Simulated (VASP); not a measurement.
# Ta (Im-3m) in VASP: a series of runs, part 2 of 2

VASP 6.6.1.

## 3. Relaxation of cell and atoms, PBE

This run uses another cell than the first one, of 18.42 Å³/atom, 1.023 times its volume.

The input, INCAR:

```
PREC = Accurate ; ENCUT = 520
EDIFF = 1E-7 ; ISMEAR = 0
SIGMA = 0.1 ; LREAL = False
LASPH = True ; NELM = 100
ALGO = Normal ; ISIF = 3
LWAVE = False ; LCHARG = False
GGA = PE ; IBRION = 2
NSW = 80 ; EDIFFG = -0.002
```

The input, KPOINTS:

```
regular mesh
0
Gamma
  10 10 10
```

The input, POSCAR:

```
Ta                                      
1.0
   -1.6636136412      1.6636136412      1.6636136412
    1.6636136412     -1.6636136412      1.6636136412
    1.6636136412      1.6636136412     -1.6636136412
  Ta            
     1
Direct
     0.0000000000000000    0.0000000000000000    0.0000000000000000
```

Potentials or basis: VASP PAW PBE potentials, release 64 (Ta_pv).

Started as:

```bash
> cat potpaw_PBE.64/Ta_pv/POTCAR > POTCAR
> mpirun -np 1 vasp_std > vasp.out
```

OUTCAR:

```text
PREC = Accurate
   ENCUT = 520
   EDIFF = 1E-7
   ISMEAR = 0
   LREAL = False
   LASPH = True
   NELM = 100
   ISIF = 3
   GGA = PE
   IBRION = 2
   NSW = 80
   EDIFFG = -0.002

 ion  position               nearest neighbor table
   1  0.000  0.000  0.000-

  LATTYP: Found a body centered cubic cell.
 ALAT       =     3.3272272824

  Lattice vectors:

 A1 = (  -1.6636136412,   1.6636136412,   1.6636136412)
 A2 = (   1.6636136412,  -1.6636136412,   1.6636136412)
 A3 = (   1.6636136412,   1.6636136412,  -1.6636136412)

Analysis of symmetry for initial positions (statically):
=====================================================================
 Subroutine PRICEL returns:
 Original cell was already a primitive cell.

 Routine SETGRP: Setting up the symmetry group for a
 body centered cubic supercell.

 Subroutine GETGRP returns: Found 48 space group operations
 (whereof 48 operations were pure point group operations)
 out of a pool of 48 trial point group operations.

The static configuration has the point symmetry O_h .

Analysis of symmetry for dynamics (positions and initial velocities):
=====================================================================
 Subroutine PRICEL returns:
 Original cell was already a primitive cell.

 Routine SETGRP: Setting up the symmetry group for a
 body centered cubic supercell.

 Subroutine GETGRP returns: Found 48 space group operations
 (whereof 48 operations were pure point group operations)
 out of a pool of 48 trial point group operations.

The dynamic configuration has the point symmetry O_h .

 Subroutine INISYM returns: Found 48 space group operations
 (whereof 48 operations are pure point group operations),
 and found     1 'primitive' translations

----------------------------------------------------------------------------------------

                                     Primitive cell

  volume of cell :      18.4169

  direct lattice vectors                    reciprocal lattice vectors
    -1.663613641  1.663613641  1.663613641     0.000000000  0.300550553  0.300550553
     1.663613641 -1.663613641  1.663613641     0.300550553  0.000000000  0.300550553
     1.663613641  1.663613641 -1.663613641     0.300550553  0.300550553  0.000000000

  length of vectors
     2.881463351  2.881463351  2.881463351     0.425042668  0.425042668  0.425042668

  position of ions in fractional coordinates (direct lattice)
     0.000000000  0.000000000  0.000000000

  ion indices of the primitive-cell ions
   primitive index   ion index
                 1           1

----------------------------------------------------------------------------------------

 KPOINTS: regular mesh

Automatic generation of k-mesh.
 Grid dimensions read from file:
 generate k-points for:   10   10   10

 Generating k-lattice:

  Cartesian coordinates                     Fractional coordinates (reciprocal lattice)
     0.000000000  0.030055055  0.030055055     0.100000000  0.000000000  0.000000000
     0.030055055  0.000000000  0.030055055     0.000000000  0.100000000  0.000000000
     0.030055055  0.030055055  0.000000000     0.000000000  0.000000000  0.100000000

[... 46 lines left out ...]
 SYSTEM =  unknown system
   PREC   = accura    normal or accurate (medium, high low for compatibility)
   ISTART =      0    job   : 0-new  1-cont  2-samecut
   ICHARG =      2    charge: 1-file 2-atom 10-const
   ISPIN  =      1    spin polarized calculation?
   LNONCOLLINEAR =      F non collinear calculations
   LSORBIT =      F    spin-orbit coupling
   LASPH  =      T    aspherical Exc in radial PAW
   ENCUT  =  520.0 eV  38.22 Ry    6.18 a.u.   5.36  5.36  5.36*2*pi/ulx,y,z
   NELM   =    100;   NELMIN=  2; NELMDL= -5     # of ELM steps
   EDIFF  = 0.1E-06   stopping-criterion for ELM
   LREAL  =      F    real-space projection
   EDIFFG = -.2E-02   stopping-criterion for IOM
   NSW    =     80    number of steps for IOM
   IBRION =      2    ionic relax: 0-MD 1-quasi-New 2-CG
   NFREE  =      1    steps in history (QN), initial steepest desc. (CG)
   ISIF   =      3    stress and relaxation
   ISYM   =      2    0-nonsym 1-usesym 2-fastsym
   POTIM  = 0.5000    time-step for ionic-motion
   TEBEG  =    0.0;   TEEND  =   0.0 temperature during run
   PSTRESS=    0.0 pullay stress
   NELECT =      11.0000    total number of electrons
   NUPDOWN=      -1.0000    fix difference up-down
   EMIN   =  10.00;   EMAX   =-10.00  energy-range for DOS
   EFERMI =   0.00;   METHOD = LEGACY
   ISMEAR =     0;   SIGMA  =   0.10  broadening in eV -4-tet -1-fermi 0-gaus
   EFERMI_NEDOS =   21; number of points for ismear=-14 and -15
   IALGO  =     38    algorithm
   IMIX   =      4    mixing-type and parameters
     AMIX     =   0.40;   BMIX     =  1.00
     AMIX_MAG =   1.60;   BMIX_MAG =  1.00
  volume/ion in A,a.u.               =      18.42       124.28
  Fermi-wavevector in a.u.,A,eV,Ry     =   1.378690  2.605346 25.861761  1.900786
  Thomas-Fermi vector in A             =   2.503728
   LORBIT       =      0    0 simple, 1 ext, 2 COOP (PROOUT), +10 PAW based schemes
   GGA     = PE    functional components
   LHFCALC =     F    Hartree Fock is set to
   AEXX    =    0.0000 exact exchange contribution
   IVDW    =     0    specifies the selected vdW correction
   LEPSILON=     F    determine dielectric tensor
   LRPA    =     F    only Hartree local field effects (RPA)
 conjugate gradient relaxation of ions
 non-spin polarized calculation
 Gauss-broadening in eV      SIGMA  =   0.10
  energy-cutoff  :      520.00
  volume of cell :       18.42
 maximum number of plane-waves:       531
 NGX is ok and might be reduce to    24
   NGX = 11   NGY = 11   NGZ = 11

--------------------------------------- Ionic step        1  -------------------------------------------

 number of electron      11.0000000 magnetization

 Free energy of the ion-electron system (eV)
  ---------------------------------------------------
  ext. energy  EPLUGINS =         0.00000000
  ---------------------------------------------------
  free energy    TOTEN  =       -11.81654111 eV

  energy without entropy =      -11.81266071  energy(sigma->0) =      -11.81460091

------------------------ aborting loop because EDIFF is reached ----------------------------------------

  FORCE on cell =-STRESS in cart. coord.  units (eV):
  Direction    XX          YY          ZZ          XY          YZ          ZX
  --------------------------------------------------------------------------------------
  -------------------------------------------------------------------------------------
  Total        0.0024580      0.0024580      0.0024580      0.0000000      0.0000000     -0.0000000
  in kB        0.2138332      0.2138332      0.2138332      0.0000000      0.0000000     -0.0000000
  external PRESSURE =       0.2138332 kB  Pullay stress =       0.0000000 kB
[... 57 lines left out ...]
--------------------------------------- Ionic step        3  -------------------------------------------

 number of electron      11.0000000 magnetization

 Free energy of the ion-electron system (eV)
  ---------------------------------------------------
  ext. energy  EPLUGINS =         0.00000000
  ---------------------------------------------------
  free energy    TOTEN  =       -11.81654114 eV

  energy without entropy =      -11.81266415  energy(sigma->0) =      -11.81460264

 E-fermi :   5.3172     XC(G=0): -12.5098

 val. band max:        5.3149349467   @ k =   0.4000   0.2000   0.0000
 cond. band min:       5.4026967347   @ k =   0.1000   0.1000   0.0000
 fundamental gap:      0.0877617880
 Fermi energy:         5.3171845029

 k-point     1 :       0.0000    0.0000    0.0000
  band No.  band energies     occupation
      1     -27.8888      2.00000
      2     -27.8888      2.00000
      3     -27.8888      2.00000
      4      -2.5225      2.00000
      5       6.0222      0.00000
      6       6.0222      0.00000
      7       6.0222      0.00000
      8       9.2190      0.00000
      9       9.2190      0.00000
[... 265 lines left out ...]
 k-point    24 :      -0.3000    0.3000    0.1000
  band No.  band energies     occupation
      1     -28.6049      2.00000
      2     -28.1612      2.00000
      3     -27.9751      2.00000
      4       0.7186      2.00000
      5       4.8574      2.00000
      6       4.9396      2.00000
      7       7.8150      0.00000
      8       9.4047      0.00000
      9      10.1360      0.00000

 [... further k-points ...]

------------------------ aborting loop because EDIFF is reached ----------------------------------------

  FORCE on cell =-STRESS in cart. coord.  units (eV):
  Direction    XX          YY          ZZ          XY          YZ          ZX
  --------------------------------------------------------------------------------------
  -------------------------------------------------------------------------------------
  Total       -0.0001504     -0.0001504     -0.0001504     -0.0000000      0.0000000     -0.0000000
  in kB       -0.0130795     -0.0130795     -0.0130795     -0.0000000      0.0000000     -0.0000000
  external PRESSURE =      -0.0130795 kB  Pullay stress =       0.0000000 kB
[... 16 lines left out ...]
  FREE ENERGIE OF THE ION-ELECTRON SYSTEM (eV)
  ---------------------------------------------------
  free  energy   TOTEN  =       -11.8165411387 eV

  energy  without entropy=      -11.8126641505  energy(sigma->0) =      -11.81460264

 reached required accuracy - stopping structural energy minimisation
```

It took 5.8 s on 1 thread of Intel Xeon 6975P-C (Granite Rapids), shared host; peak memory 0.14 GiB.

Results:

```yaml
Free_energy: -11.8165 eV
Relaxed_volume: 18.42 Å³/atom
Relaxed_cell: a = 2.882 Å, b = 2.882 Å, c = 2.882 Å, α = 109.47°, β = 109.47°, γ = 109.47°
Space_group_after_relaxing_to_0.05_Å: Im-3m (No. 229)
Energy_gained_by_relaxing: 0.0 meV/atom
Ionic_steps: 3
Pressure_after_relaxing: 0.0 GPa
Band_gap_on_the_k_mesh: none (metal or under the smearing width)
```

Final structure:
```
Ta
1.0
    -1.66367    1.66367    1.66367
     1.66367   -1.66367    1.66367
     1.66367    1.66367   -1.66367
Ta
1
Cartesian
  0.0000 0.0000 0.0000
```

The run has no spin-orbit coupling, so splittings on Ta are missing.

## 4. Vibrations by finite differences, PBE

This run uses another cell than the first one, of 18.42 Å³/atom, 1.023 times its volume.

The input, INCAR:

```
SYSTEM = Ta
PREC = Accurate ; ENCUT = 520
EDIFF = 1E-8 ; ISMEAR = 0
SIGMA = 0.1 ; LREAL = .FALSE.
LASPH = .TRUE. ; NELM = 100
ALGO = Normal ; ISIF = 3
LWAVE = .FALSE. ; LCHARG = .FALSE.
GGA = PE ; IBRION = 6
NFREE = 2 ; POTIM = 0.015
NSW = 1
```

The input, KPOINTS:

```
Automatic mesh
0
G
  10 10 10
  0 0 0
```

The input, POSCAR:

```
Ta                                      
1.0
   -1.6636702822      1.6636702822      1.6636702822
    1.6636702822     -1.6636702822      1.6636702822
    1.6636702822      1.6636702822     -1.6636702822
  Ta            
     1
Direct
     0.0000000000000000    0.0000000000000000    0.0000000000000000
```

Started as:

```bash
> cat potpaw_PBE.64/Ta_pv/POTCAR > POTCAR
> mpirun -np 1 vasp_std > vasp.out
```

It took 86 s on 1 thread of Intel Xeon 6975P-C (Granite Rapids), shared host; peak memory 0.23 GiB.

Results (log left out):

```yaml
Elastic_constants_C11_C12_C44: 318, 145, 98 GPa
Voigt_bulk_modulus: 203 GPa
```

Elastic tensor in Voigt notation (GPa, in the Cartesian axes of the cell as first typed):
```
318 145 145   0   0   0
145 318 145   0   0   0
145 145 318   0   0   0
  0   0   0  98   0   0
  0   0   0   0  98   0
  0   0   0   0   0  98
```

Clamped-ion elastic tensor (GPa):
```
318 145 145   0   0   0
145 318 145   0   0   0
145 145 318   0   0   0
  0   0   0  98   0   0
  0   0   0   0  98   0
  0   0   0   0   0  98
```

Caveat: elastic constants of metals need much finer meshes, so these are rough.
